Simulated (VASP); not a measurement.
LiCl:

```
Li Cl
1.0
     2.74506    0.00000    0.00000
     0.00000    2.74506    0.00000
     0.00000    0.00000    2.74506
Li Cl
1 1
Cartesian
  0.0000 0.0000 0.0000
  1.3725 1.3725 1.3725
```

The cell was built by a generator and needn't be a form met in nature.

| Item | Value |
| --- | --- |
| Program | VASP 6.6.1 |
| Task | relaxation of cell and atoms |
| Functional | PBE |
| Potentials or basis | VASP PAW PBE potentials, release 64 (Li_sv, Cl) |
| Cutoff | 600 eV |
| k mesh | 8 × 8 × 8 |
| Occupations | fermi-dirac, width 0.02 eV |
| Spin | no spin polarisation |

At the start: pressure 54.5 GPa; volume 10.34 Å³/atom.

Task: Where does the relaxation end?

Result: Over 5 steps the energy falls by 763.0 meV/atom and the volume is 17.39 Å³/atom (+68.2 %); space group Pm-3m (No. 221, to 0.05 Å).

The path:
| step | energy change (eV) | largest force (eV/Å) | pressure (GPa) | volume (Å³) |
| --- | --- | --- | --- | --- |
| 1 | 0.0000 | 0.0000 | 54.46 | 20.69 |
| 2 | -1.5162 | 0.0000 | 1.94 | 33.10 |
| 3 | -1.5239 | 0.0000 | 0.85 | 33.98 |
| 4 | -1.5228 | 0.0000 | -0.97 | 35.78 |
| 5 | -1.5260 | 0.0000 | -0.01 | 34.79 |

Final structure:
```
CELL_PARAMETERS angstrom
3.26447 0.00000 0.00000
0.00000 3.26447 0.00000
0.00000 0.00000 3.26447
ATOMIC_POSITIONS crystal
Li 0.00000 0.00000 0.00000
Cl 0.50000 0.50000 0.50000
```

Caveat: the cutoff is under 1.25 times the usual one of these potentials, so pressure, stress and relaxed cells hold a basis-set (Pulay) error; the volume moved by over 15 % at a fixed basis, so the end points are rough.
